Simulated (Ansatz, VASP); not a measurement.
# One calculation of Pb, two programs

INCAR

```
ALGO = Normal
EDIFF = 1E-6
ENCUT = 520
GGA = PE
ISIF = 2
ISMEAR = 0
LASPH = T
LCHARG = F
LREAL = F
LWAVE = F
NBANDS = 21
NELM = 60
PREC = Accurate
SIGMA = 0.1
```

File KPOINTS:

```
k-points
0
Gamma
  6 6 6
```

Contents of POSCAR:

```
Pb
1.0
   -3.0799865891      3.0799865891      1.6801895393
    3.0799865891     -3.0799865891      1.6801895393
    3.0799865891      3.0799865891     -1.6801895393
Pb
2
Direct
    0.0000000000      0.0000000000      0.0000000000
    0.7500000000      0.2500000000      0.5000000000
```

Input for Ansatz:

```yaml
crystal:
  lattice:
    - [-3.0799865891, 3.0799865891, 1.6801895393]
    - [3.0799865891, -3.0799865891, 1.6801895393]
    - [3.0799865891, 3.0799865891, -1.6801895393]
  atoms:
    - { symbol: Pb, position: [0.0, 0.0, 0.0] }
    - { symbol: Pb, position: [0.75, 0.25, 0.5] }
basis:
  ecutwfc: 420
kpoints:
  mp_grid: { grid: [6, 6, 6] }
hamiltonian:
  xc: pbe
scf:
  occupations: { method: gaussian, width: 0.1 }
  lower_state_search: "off"
output:
  forces: true
  stress: true
  eigenvalues: true
```

Alike in both runs: task single point; functional PBE; k mesh 6 × 6 × 6; occupations gaussian, width 0.1 eV; no spin polarisation.

```csv
,VASP,Ansatz
version,VASP 6.6.1,Ansatz 0.2.0
potentials or method,"VASP PAW PBE potentials, release 64 (Pb_d)","scalar-relativistic, plane waves, PAW"
plane-wave cutoff (eV),520,420
valence electrons in the cell,28,28
```

```tsv
	VASP	Ansatz	Ansatz less VASP
gap on the k mesh at the Fermi level (eV)	none	none	-
pressure (GPa)	1.7	1.8	+0.07
largest component of the traceless stress (GPa)	0.68	0.68	+0.004
```

A gap of «none» marks a metal or a gap that the smearing closes.

Spin-orbit coupling is left out, which matters for the levels of Pb.
